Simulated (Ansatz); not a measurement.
GeS (started from an entry of an open crystallographic database) at its r2SCAN+rVV10 geometry, run in Ansatz at 4 levels of theory. No magnetic order and no zero-point or thermal motion.

The PBE+SOC input:
```yaml
crystal:
  lattice:
    - [10.6078054202, 0.0, 0.0]
    - [0.0, 3.6081036216, 0.0]
    - [0.0, 0.0, 4.4223352564]
  atoms:
    - { symbol: Ge, position: [0.1250788433, 0.25, 0.1282278303] }
    - { symbol: Ge, position: [0.3749211567, 0.75, 0.6282278303] }
    - { symbol: Ge, position: [0.6250788433, 0.25, 0.3717721697] }
    - { symbol: Ge, position: [0.8749211567, 0.75, 0.8717721697] }
    - { symbol: S, position: [0.8472275933, 0.25, 0.5118733973] }
    - { symbol: S, position: [0.6527724067, 0.75, 0.0118733973] }
    - { symbol: S, position: [0.3472275933, 0.25, 0.9881266027] }
    - { symbol: S, position: [0.1527724067, 0.75, 0.4881266027] }
kpoints:
  mp_grid: { grid: [4, 8, 6] }
  band_path:
    path:
      - [0.0, 0.0, 0.0]
      - [0.5, 0.0, 0.0]
      - [0.5, 0.5, 0.0]
      - [0.0, 0.5, 0.0]
      - [0.0, 0.0, 0.5]
      - [0.5, 0.0, 0.5]
      - [0.5, 0.5, 0.5]
      - [0.0, 0.5, 0.5]
    npoints: 1
hamiltonian:
  xc: pbe
scf:
  occupations: { method: fermi_dirac, width: 0.02 }
  n_extra_bands: 12
magnetization:
  noncollinear: true
  spin_orbit: true
output:
  forces: true
  stress: true
  eigenvalues: true
```

Main results, then, where recorded, the levels near the gap in eV from the Fermi energy (columns number the bands from 0), one row a point of the path (Γ, X, S, Y, Z, U, R, T):
```
Crystal: 8 atoms, lattice volume = 169.261 Å³
Symmetry: 8 space group operations + 8 with time reversal
Magnetic group: BNS 62.442 (UNI 540)
```
```
Basis set: ecut = 420 eV, 3297 PW (Γ)
k-points: 60 of 192
SCF 1 converged in 8 iterations: F = -20790.690642 eV  dr2 = 3.96e-8
Free energy (F): -20790.690642 eV
Fermi energy:    7.869815 eV
--- Forces (eV/Å), atoms counted from 1 ---
  atom   1  Ge    -0.19709      0.00000    -0.17475
  atom   2  Ge      0.19709      0.00000    -0.17475
  atom   3  Ge    -0.19709      0.00000      0.17475
  atom   4  Ge      0.19709      0.00000      0.17475
  atom   5  S       0.10758      0.00000    -0.18881
  atom   6  S     -0.10758      0.00000    -0.18881
  atom   7  S       0.10758      0.00000      0.18881
  atom   8  S     -0.10758      0.00000      0.18881
--- Stress (GPa, compression-positive) ---
        2.170271       0.000000       0.000000
        0.000000       2.674331       0.000000
        0.000000       0.000000       2.185526
  P = ⅓ Tr σ = 2.3434 GPa (23.434 kbar)
```
```tsv
band_72	band_73	band_74	band_75	band_76	band_77	band_78	band_79	band_80	band_81	band_82	band_83	band_84	band_85
-2.320	-2.320	-1.549	-1.549	-1.484	-1.484	-0.544	-0.544	0.555	0.555	1.745	1.745	2.054	2.054
-2.502	-2.502	-2.502	-2.502	-1.000	-1.000	-1.000	-1.000	1.646	1.646	1.646	1.646	1.908	1.908
-2.217	-2.217	-2.217	-2.217	-2.208	-2.208	-2.208	-2.208	1.090	1.090	1.090	1.090	1.126	1.126
-2.236	-2.236	-2.236	-2.236	-1.853	-1.853	-1.853	-1.853	0.827	0.827	0.827	0.827	0.938	0.938
-1.725	-1.725	-1.725	-1.725	-0.896	-0.896	-0.896	-0.896	1.168	1.168	1.168	1.168	1.937	1.937
-1.534	-1.534	-1.534	-1.534	-0.918	-0.918	-0.918	-0.918	1.172	1.172	1.172	1.172	1.758	1.758
-2.055	-2.055	-2.055	-2.055	-2.023	-2.023	-2.023	-2.023	2.162	2.162	2.162	2.162	2.214	2.214
-2.637	-2.637	-2.637	-2.637	-1.985	-1.985	-1.985	-1.985	2.462	2.462	2.462	2.462	2.526	2.526
```

PBE+SOC gives a direct gap of 1.10 eV at Γ.

**Question.** In the first input these blocks are replaced (the band path and keys that only write files left aside):
```yaml
kpoints:
  mp_grid: { grid: [2, 4, 4] }
hamiltonian:
  xc: r2scanh
scf:
  occupations: { method: fixed }
  n_extra_bands: 6
```
(magnetization left out)
What comes out?

**Answer.**
```
Basis set: ecut = 500 eV, 4303 PW (Γ)
k-points: 18 of 32
SCF 1 stopped early in 5 iterations: F = -20836.906685 eV  dr2 = 1.39e-5
SCF 2 converged in 7 iterations: F = -20834.842853 eV  dr2 = 8.29e-8
hybrid outer 1: dexx = +1.926e-3 eV, tail = 2.88e-6 eV
SCF 3 converged in 3 iterations: F = -20834.842807 eV  dr2 = 3.27e-9
hybrid outer 2: dexx = +3.759e-8 eV, tail = 1.05e-8 eV, Δε = 2.35e-4 eV, ΔF = 1.72e-3 eV/Å
Free energy (F): -20834.842807 eV
Fermi energy:    6.927100 eV
--- Forces (eV/Å), atoms counted from 1 ---
  atom   1  Ge      0.10157      0.00000      0.07371
  atom   2  Ge    -0.10157      0.00000      0.07371
  atom   3  Ge      0.10157      0.00000    -0.07371
  atom   4  Ge    -0.10157      0.00000    -0.07371
  atom   5  S     -0.05991      0.00000      0.06897
  atom   6  S       0.05991      0.00000      0.06897
  atom   7  S     -0.05991      0.00000    -0.06897
  atom   8  S       0.05991      0.00000    -0.06897
--- Stress (GPa, compression-positive) ---
        0.388918       0.000000       0.000000
        0.000000       0.847534       0.000000
        0.000000       0.000000       0.102746
  P = ⅓ Tr σ = 0.4464 GPa (4.464 kbar)
```
```tsv
band_36	band_37	band_38	band_39	band_40	band_41	band_42
-2.027	-1.153	-1.022	0.000	1.766	3.040	3.429
-2.228	-2.228	-0.507	-0.507	2.920	2.920	3.260
-1.793	-1.793	-1.793	-1.793	2.402	2.402	2.402
-1.848	-1.848	-1.405	-1.405	2.136	2.136	2.201
-1.252	-1.252	-0.291	-0.291	2.482	2.482	3.259
-1.101	-1.101	-0.321	-0.321	2.479	2.479	3.090
-1.680	-1.680	-1.680	-1.680	3.526	3.526	3.526
-2.303	-2.303	-1.607	-1.607	3.826	3.826	3.853
```
The r2SCANh gap is direct at Γ: 1.77 eV. With the atoms held, the mean pressure is +0.4 GPa (compression positive). (The program warns that its thresholds are loose for a hybrid's stress.)

**Question.** Another run on the same cell gave
```
Basis set: ecut = 420 eV, 3297 PW (Γ)
k-points: 18 of 32
SCF 1 stopped early in 4 iterations: F = -20790.254606 eV  dr2 = 2.57e-5
SCF 2 stopped early in 6 iterations: F = -20795.383185 eV  dr2 = 8.16e-6
hybrid outer 1: dexx = +3.453e-2 eV, tail = 1.42e-4 eV
SCF 3 converged in 7 iterations: F = -20795.383002 eV  dr2 = 2.36e-9
hybrid outer 2: dexx = +4.936e-6 eV, tail = 8.92e-8 eV, Δε = 2.57e-3 eV, ΔF = 1.03e-2 eV/Å
SCF 4 converged in 2 iterations: F = -20795.383002 eV  dr2 = 1.18e-9
hybrid outer 3: dexx = +2.113e-9 eV, tail = 2.68e-9 eV, Δε = 7.87e-5 eV, ΔF = 8.87e-5 eV/Å
Free energy (F): -20795.383002 eV
Fermi energy:    6.982664 eV
--- Forces (eV/Å), atoms counted from 1 ---
  atom   1  Ge      0.03859      0.00000      0.00757
  atom   2  Ge    -0.03859      0.00000      0.00757
  atom   3  Ge      0.03859      0.00000    -0.00757
  atom   4  Ge    -0.03859      0.00000    -0.00757
  atom   5  S     -0.04802      0.00000    -0.00561
  atom   6  S       0.04802      0.00000    -0.00561
  atom   7  S     -0.04802      0.00000      0.00561
  atom   8  S       0.04802      0.00000      0.00561
--- Stress (GPa, compression-positive) ---
        0.352506       0.000000       0.000000
        0.000000       1.064697       0.000000
        0.000000       0.000000      -0.010683
  P = ⅓ Tr σ = 0.4688 GPa (4.688 kbar)
```
```tsv
band_36	band_37	band_38	band_39	band_40	band_41	band_42
-2.046	-1.187	-1.057	0.000	1.690	2.944	3.304
-2.252	-2.252	-0.522	-0.522	2.850	2.850	3.152
-1.811	-1.811	-1.811	-1.811	2.270	2.270	2.270
-1.865	-1.865	-1.420	-1.420	2.009	2.009	2.056
-1.281	-1.281	-0.280	-0.280	2.363	2.363	3.138
-1.122	-1.122	-0.314	-0.314	2.366	2.366	2.975
-1.715	-1.715	-1.715	-1.715	3.425	3.425	3.425
-2.353	-2.353	-1.651	-1.651	3.766	3.766	3.775
```
Which level of theory and mesh gave it?

**Answer.** It is HSE06, judged by the exchange loop and the size of the gap (a near hybrid could fit too), on 2×4×4; the blocks that differ from the first input, but for the band path:
```yaml
kpoints:
  mp_grid: { grid: [2, 4, 4] }
hamiltonian:
  xc: hse06
scf:
  occupations: { method: fixed }
  n_extra_bands: 6
```
(magnetization left out)
With HSE06 the gap is 1.69 eV and direct, at Γ. With the atoms held, the mean pressure is +0.5 GPa (compression positive). (The program warns that its thresholds are loose for a hybrid's stress.)

**Question.** In the first input these blocks are replaced (the band path and keys that only write files left aside):
```yaml
crystal:
  host: atoms
kpoints:
  mp_grid: { grid: [2, 4, 4] }
hamiltonian:
  xc:
    exchange: pbe
    correlation: pbe
    exx: { coeff: inverse_dielectric }
scf:
  occupations: { method: fixed }
  n_extra_bands: 6
```
(magnetization left out)
What comes out?

**Answer.**
```
ε∞ on k-mesh 2×4×4 of a primitive cell: xx 11.7596, yy 12.0380, zz 11.3258; 3/Tr ε∞, of that cell with its empty space = 0.0854130606241302
Basis set: ecut = 420 eV, 3297 PW (Γ)
k-points: 18 of 32
SCF 1 stopped early in 4 iterations: F = -20790.258057 eV  dr2 = 2.50e-5
SCF 2 stopped early in 6 iterations: F = -20792.209059 eV  dr2 = 6.16e-7
hybrid outer 1: dexx = +2.142e-3 eV, tail = 3.72e-6 eV
SCF 3 converged in 3 iterations: F = -20792.209048 eV  dr2 = 6.68e-9
hybrid outer 2: dexx = +2.731e-8 eV, tail = 1.40e-8 eV, Δε = 9.76e-4 eV, ΔF = 1.55e-3 eV/Å
Free energy (F): -20792.209048 eV
Fermi energy:    7.096194 eV
--- Forces (eV/Å), atoms counted from 1 ---
  atom   1  Ge    -0.08846      0.00000    -0.10101
  atom   2  Ge      0.08846      0.00000    -0.10101
  atom   3  Ge    -0.08846      0.00000      0.10101
  atom   4  Ge      0.08846      0.00000      0.10101
  atom   5  S       0.04641      0.00000    -0.11351
  atom   6  S     -0.04641      0.00000    -0.11351
  atom   7  S       0.04641      0.00000      0.11351
  atom   8  S     -0.04641      0.00000      0.11351
--- Stress (GPa, compression-positive) ---
        1.550397       0.000000       0.000000
        0.000000       2.528042       0.000000
        0.000000       0.000000       1.107905
  P = ⅓ Tr σ = 1.7288 GPa (17.288 kbar)
```
```tsv
band_36	band_37	band_38	band_39	band_40	band_41	band_42
-1.871	-1.074	-0.985	0.000	1.520	2.747	3.076
-2.069	-2.069	-0.482	-0.482	2.646	2.646	2.925
-1.724	-1.724	-1.724	-1.724	2.086	2.086	2.086
-1.758	-1.758	-1.350	-1.350	1.807	1.807	1.899
-1.215	-1.215	-0.320	-0.320	2.153	2.153	2.928
-1.035	-1.035	-0.345	-0.345	2.156	2.156	2.758
-1.578	-1.578	-1.578	-1.578	3.198	3.198	3.198
-2.198	-2.198	-1.522	-1.522	3.515	3.515	3.531
```
DDH-PBE0 gives a direct gap of 1.52 eV at Γ. The mean pressure at these positions is +1.7 GPa, compression counted positive. (The program warns that its thresholds are loose for a hybrid's stress.)

The hybrids run on coarser meshes, which limits their stresses and small splittings of levels.

Totals of different functionals, or with and without spin-orbit coupling, can't be compared.

Only the levels marked +SOC include spin-orbit coupling.

The meshes of the hybrids are coarse, so their gaps aren't converged to the digits shown.
